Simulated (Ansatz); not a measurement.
# Compressing TaSi$_{2}$

These are results of DFT r2SCAN, scalar-relativistic, plane waves, PAW (Ansatz), not measurements. (500 eV cutoff, 12×12×6 k-mesh, Gaussian smearing of 0.10 eV, no spin polarisation)

Starting point, cell and atoms relaxed:

```
CELL_PARAMETERS angstrom
4.77997 0.00000 0.00000
-2.38998 4.13957 0.00000
0.00000 0.00000 6.55476
ATOMIC_POSITIONS crystal
Ta 0.50000 0.00000 0.00000
Ta 0.50000 0.50000 0.66667
Ta 0.00000 0.50000 0.33333
Si 0.15827 0.31655 0.00000
Si 0.84173 0.15827 0.66667
Si 0.68345 0.84173 0.33333
Si 0.84173 0.68345 0.00000
Si 0.15827 0.84173 0.66667
Si 0.31655 0.15827 0.33333
```

Cell and atoms are relaxed at each pressure within the symmetry of the start, at zero temperature, so transitions that lower the symmetry aren't seen. The k-mesh given is that at zero pressure and may differ at others. a, b and c are the lengths of the cell vectors above.

Spin–orbit coupling is left out, which can shift energies with elements as heavy as these.

Pressures computed: -2, 2, 5, 10, 20 GPa.

Task: At which pressure does the cell have a = 4.799, b = 4.799 and c = 6.573 Å?

Result: About -2 GPa, where V/V0 = 1.011.